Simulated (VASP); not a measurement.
# CsI (Pm-3m) in VASP: notebook

Aim: see how the results for CsI move with the level of theory and the settings. Levels: PBE, HSE06. Tasks: single point.

Everything below comes from runs of VASP 6.6.1. Logs are shortened: lines on timing, memory, paths and dates and some standing lists are left out, and cuts for length are marked.

### 1 The crystal as given

Symmetry: Pm-3m, No. 221, cubic system. Conventional cell: a = 4.608 Å, b = 4.608 Å, c = 4.608 Å, α = 90.00°, β = 90.00°, γ = 90.00°. Around Cs (site symmetry m-3m) lie 8 I at 3.99 Å. Around I (site symmetry m-3m) lie 8 Cs at 3.99 Å.

The cell was built by a generator and needn't be a form met in nature.

### 2 Single point, PBE

The input, INCAR:

```
ALGO = Fast
EDIFF = 1E-7
ENCUT = 520
GGA = PE
ISIF = 2
ISMEAR = 0
LASPH = T
LCHARG = F
LREAL = F
LWAVE = F
NBANDS = 15
NELM = 100
PREC = Accurate
SIGMA = 0.01
```

The input, KPOINTS:

```
k-points
0
Gamma
  4 4 4
```

The input, POSCAR:

```
CsI
1.0
    4.6081405142      0.0000000000      0.0000000000
    0.0000000000      4.6081405142      0.0000000000
    0.0000000000      0.0000000000      4.6081405142
Cs I
1 1
Direct
    0.0000000000      0.0000000000      0.0000000000
    0.5000000000      0.5000000000      0.5000000000
```

Potentials or basis: VASP PAW PBE potentials, release 64 (Cs_sv, I).

Launch:

```console
cat potpaw_PBE.64/Cs_sv/POTCAR potpaw_PBE.64/I/POTCAR > POTCAR
mpirun -np 1 vasp_std > vasp.out
```

OUTCAR:

```text
EDIFF = 1E-7
   ENCUT = 520
   GGA = PE
   ISIF = 2
   ISMEAR = 0
   LASPH = T
   LREAL = F
   NELM = 100
   PREC = Accurate

 ion  position               nearest neighbor table
   1  0.000  0.000  0.000-
   2  0.500  0.500  0.500-

  LATTYP: Found a simple cubic cell.
 ALAT       =     4.6081405142

  Lattice vectors:

 A1 = (   4.6081405142,   0.0000000000,   0.0000000000)
 A2 = (   0.0000000000,   4.6081405142,   0.0000000000)
 A3 = (   0.0000000000,   0.0000000000,   4.6081405142)

Analysis of symmetry for initial positions (statically):
=====================================================================
 Subroutine PRICEL returns:
 Original cell was already a primitive cell.

 Routine SETGRP: Setting up the symmetry group for a
 simple cubic supercell.

 Subroutine GETGRP returns: Found 48 space group operations
 (whereof 48 operations were pure point group operations)
 out of a pool of 48 trial point group operations.

The static configuration has the point symmetry O_h .

Analysis of symmetry for dynamics (positions and initial velocities):
=====================================================================
 Subroutine PRICEL returns:
 Original cell was already a primitive cell.

 Routine SETGRP: Setting up the symmetry group for a
 simple cubic supercell.

 Subroutine GETGRP returns: Found 48 space group operations
 (whereof 48 operations were pure point group operations)
 out of a pool of 48 trial point group operations.

The dynamic configuration has the point symmetry O_h .

 Subroutine INISYM returns: Found 48 space group operations
 (whereof 48 operations are pure point group operations),
 and found     1 'primitive' translations

----------------------------------------------------------------------------------------

                                     Primitive cell

  volume of cell :      97.8537

  direct lattice vectors                    reciprocal lattice vectors
     4.608140514  0.000000000  0.000000000     0.217007272  0.000000000  0.000000000
     0.000000000  4.608140514  0.000000000     0.000000000  0.217007272  0.000000000
     0.000000000  0.000000000  4.608140514     0.000000000  0.000000000  0.217007272

  length of vectors
     4.608140514  4.608140514  4.608140514     0.217007272  0.217007272  0.217007272

  position of ions in fractional coordinates (direct lattice)
     0.000000000  0.000000000  0.000000000
     0.500000000  0.500000000  0.500000000

  ion indices of the primitive-cell ions
   primitive index   ion index
                 1           1
                 2           2

----------------------------------------------------------------------------------------

 KPOINTS: k-points

Automatic generation of k-mesh.
 Grid dimensions read from file:
 generate k-points for:    4    4    4

 Generating k-lattice:

  Cartesian coordinates                     Fractional coordinates (reciprocal lattice)
     0.054251818  0.000000000  0.000000000     0.250000000  0.000000000  0.000000000
     0.000000000  0.054251818  0.000000000     0.000000000  0.250000000  0.000000000
     0.000000000  0.000000000  0.054251818     0.000000000  0.000000000  0.250000000

  Length of vectors
     0.054251818  0.054251818  0.054251818

  Shift w.r.t. Gamma in fractional coordinates (k-lattice)
     0.000000000  0.000000000  0.000000000

 Subroutine IBZKPT returns following result:
 ===========================================

 Found     10 irreducible k-points:

 Following reciprocal coordinates:
            Coordinates               Weight
  0.000000  0.000000  0.000000      1.000000
  0.250000  0.000000  0.000000      6.000000
  0.500000  0.000000  0.000000      3.000000
  0.250000  0.250000  0.000000     12.000000
  0.500000  0.250000  0.000000     12.000000
  0.500000  0.500000  0.000000      3.000000
  0.250000  0.250000  0.250000      8.000000
  0.500000  0.250000  0.250000     12.000000
  0.500000  0.500000  0.250000      6.000000
  0.500000  0.500000  0.500000      1.000000
   k-points           NKPTS =     10   k-points in BZ     NKDIM =     10   number of bands    NBANDS=     15
   number of dos      NEDOS =    301   number of ions     NIONS =      2
   total plane-waves  NPLWV =  46656
   dimension x,y,z NGX =    36 NGY =   36 NGZ =   36
   dimension x,y,z NGXF=    72 NGYF=   72 NGZF=   72
   ions per type =               1   1
   NGX,Y,Z   is equivalent  to a cutoff of  12.99, 12.99, 12.99 a.u.
   NGXF,Y,Z  is equivalent  to a cutoff of  25.98, 25.98, 25.98 a.u.
 SYSTEM =  unknown system
   PREC   = accura    normal or accurate (medium, high low for compatibility)
   ISTART =      0    job   : 0-new  1-cont  2-samecut
   ICHARG =      2    charge: 1-file 2-atom 10-const
   ISPIN  =      1    spin polarized calculation?
   LNONCOLLINEAR =      F non collinear calculations
   LSORBIT =      F    spin-orbit coupling
   LASPH  =      T    aspherical Exc in radial PAW
   ENCUT  =  520.0 eV  38.22 Ry    6.18 a.u.   8.57  8.57  8.57*2*pi/ulx,y,z
   NELM   =    100;   NELMIN=  2; NELMDL= -5     # of ELM steps
   EDIFF  = 0.1E-06   stopping-criterion for ELM
   LREAL  =      F    real-space projection
   EDIFFG = 0.1E-05   stopping-criterion for IOM
   NSW    =      0    number of steps for IOM
   IBRION =     -1    ionic relax: 0-MD 1-quasi-New 2-CG
   NFREE  =      0    steps in history (QN), initial steepest desc. (CG)
   ISIF   =      2    stress and relaxation
   ISYM   =      2    0-nonsym 1-usesym 2-fastsym
   POTIM  = 0.5000    time-step for ionic-motion
   TEBEG  =    0.0;   TEEND  =   0.0 temperature during run
   PSTRESS=    0.0 pullay stress
   NELECT =      16.0000    total number of electrons
   NUPDOWN=      -1.0000    fix difference up-down
   EMIN   =  10.00;   EMAX   =-10.00  energy-range for DOS
   EFERMI =   0.00;   METHOD = LEGACY
   ISMEAR =     0;   SIGMA  =   0.01  broadening in eV -4-tet -1-fermi 0-gaus
   EFERMI_NEDOS =   21; number of points for ismear=-14 and -15
   IALGO  =     68    algorithm
   IMIX   =      4    mixing-type and parameters
     AMIX     =   0.40;   BMIX     =  1.00
     AMIX_MAG =   1.60;   BMIX_MAG =  1.00
  volume/ion in A,a.u.               =      48.93       330.17
  Fermi-wavevector in a.u.,A,eV,Ry     =   0.895205  1.691692 10.903597  0.801392
  Thomas-Fermi vector in A             =   2.017507
   LORBIT       =      0    0 simple, 1 ext, 2 COOP (PROOUT), +10 PAW based schemes
   GGA     = PE    functional components
   LHFCALC =     F    Hartree Fock is set to
   AEXX    =    0.0000 exact exchange contribution
   IVDW    =     0    specifies the selected vdW correction
   LEPSILON=     F    determine dielectric tensor
   LRPA    =     F    only Hartree local field effects (RPA)
 non-spin polarized calculation
 RMM-DIIS sequential band-by-band and
 Gauss-broadening in eV      SIGMA  =   0.01
  energy-cutoff  :      520.00
  volume of cell :       97.85
 maximum number of plane-waves:      2666
 NGX is ok and might be reduce to    36
   NGX = 17   NGY = 17   NGZ = 17

 number of electron      16.0000002 magnetization

 Free energy of the ion-electron system (eV)
  ---------------------------------------------------
  ext. energy  EPLUGINS =         0.00000000
  ---------------------------------------------------
  free energy    TOTEN  =        -5.43502776 eV

  energy without entropy =       -5.43502776  energy(sigma->0) =       -5.43502776

 E-fermi :   0.7622     XC(G=0):  -7.6522

 val. band max:        0.6575100713   @ k =   0.5000   0.5000   0.0000
 cond. band min:       4.4450391600   @ k =   0.0000   0.0000   0.0000
 fundamental gap:      3.7875290887
 Fermi energy:         0.7622437951

 k-point     1 :       0.0000    0.0000    0.0000
  band No.  band energies     occupation
      1     -19.7718      2.00000
      2      -9.9583      2.00000
      3      -6.4757      2.00000
      4      -6.4757      2.00000
      5      -6.4757      2.00000
      6       0.5648      2.00000
      7       0.5648      2.00000
      8       0.5648      2.00000
      9       4.4450      0.00000
     10       4.8755      0.00000
     11       4.8755      0.00000
     12       8.3567      0.00000
     13       8.3567      0.00000
     14       8.3567      0.00000
     15      10.7635      0.00000

 k-point     2 :       0.2500    0.0000    0.0000
  band No.  band energies     occupation
      1     -19.7610      2.00000
      2      -9.9611      2.00000
      3      -6.5487      2.00000
      4      -6.4475      2.00000
      5      -6.4475      2.00000
      6      -0.2463      2.00000
      7       0.4980      2.00000
      8       0.4980      2.00000
      9       5.2325      0.00000
     10       5.5523      0.00000
     11       6.0621      0.00000
     12       8.2585      0.00000
     13       8.2585      0.00000
     14       8.6155      0.00000
     15       8.8720      0.00000

 k-point     3 :       0.5000    0.0000    0.0000
  band No.  band energies     occupation
      1     -19.7501      2.00000
      2      -9.9667      2.00000
      3      -6.6078      2.00000
      4      -6.4188      2.00000
      5      -6.4188      2.00000
      6      -0.8397      2.00000
      7       0.4282      2.00000
      8       0.4282      2.00000
      9       5.8615      0.00000
     10       7.0286      0.00000
     11       7.2635      0.00000
     12       7.4875      0.00000
     13       8.4687      0.00000
     14       8.4687      0.00000
     15       8.9802      0.00000
[... 91 lines left out ...]
 k-point     9 :       0.5000    0.5000    0.2500
  band No.  band energies     occupation
      1     -19.7211      2.00000
      2      -9.7526      2.00000
      3      -6.7595      2.00000
      4      -6.7595      2.00000
      5      -6.5508      2.00000
      6      -0.3878      2.00000
      7      -0.3878      2.00000
      8      -0.0508      2.00000
      9       5.9761      0.00000
     10       6.9676      0.00000
     11       7.0423      0.00000
     12       7.0423      0.00000
     13       9.5060      0.00000
     14       9.5060      0.00000
     15      10.2602      0.00000

 k-point    10 :       0.5000    0.5000    0.5000
  band No.  band energies     occupation
      1     -19.7117      2.00000
      2      -9.7037      2.00000
      3      -6.7088      2.00000
      4      -6.7088      2.00000
      5      -6.7088      2.00000
      6      -0.5861      2.00000
      7      -0.5861      2.00000
      8      -0.5861      2.00000
      9       7.7448      0.00000
     10       7.7448      0.00000
     11       7.7448      0.00000
     12       8.3904      0.00000
     13       8.3904      0.00000
     14       8.3904      0.00000
     15      10.3070      0.00000

------------------------ aborting loop because EDIFF is reached ----------------------------------------

  FORCE on cell =-STRESS in cart. coord.  units (eV):
  Direction    XX          YY          ZZ          XY          YZ          ZX
  --------------------------------------------------------------------------------------
  -------------------------------------------------------------------------------------
  Total        0.2785275      0.2785275      0.2785275     -0.0000000      0.0000000      0.0000000
  in kB        4.5603855      4.5603855      4.5603855     -0.0000000      0.0000000      0.0000000
  external PRESSURE =       4.5603855 kB  Pullay stress =       0.0000000 kB

 VOLUME and BASIS-vectors are now :
 -----------------------------------------------------------------------------
  energy-cutoff  :      520.00
  volume of cell :       97.85
      direct lattice vectors                 reciprocal lattice vectors
     4.608140514  0.000000000  0.000000000     0.217007272  0.000000000  0.000000000
     0.000000000  4.608140514  0.000000000     0.000000000  0.217007272  0.000000000
     0.000000000  0.000000000  4.608140514     0.000000000  0.000000000  0.217007272

 POSITION                                       TOTAL-FORCE (eV/Angst)
 -----------------------------------------------------------------------------------
      0.00000      0.00000      0.00000         0.000000      0.000000      0.000000
      2.30407      2.30407      2.30407         0.000000      0.000000      0.000000
 -----------------------------------------------------------------------------------
    total drift:                               -0.000000      0.000000      0.000000

  FREE ENERGIE OF THE ION-ELECTRON SYSTEM (eV)
  ---------------------------------------------------
  free  energy   TOTEN  =        -5.4350277627 eV

  energy  without entropy=       -5.4350277627  energy(sigma->0) =       -5.43502776
```

Run time: 10 s. Hardware: 1 thread of Intel Xeon Platinum 8559C (Emerald Rapids), shared host; peak memory 0.2 GiB.

What came out:

```
Free energy            : -5.4350 eV
Pressure               : 0.5 GPa
Band gap on the k mesh : 3.79 eV, indirect (least direct gap 3.88 eV)
```

Caveat: spin-orbit coupling is left out, which moves the levels of the heavy elements.

[end of part 1 of 2]
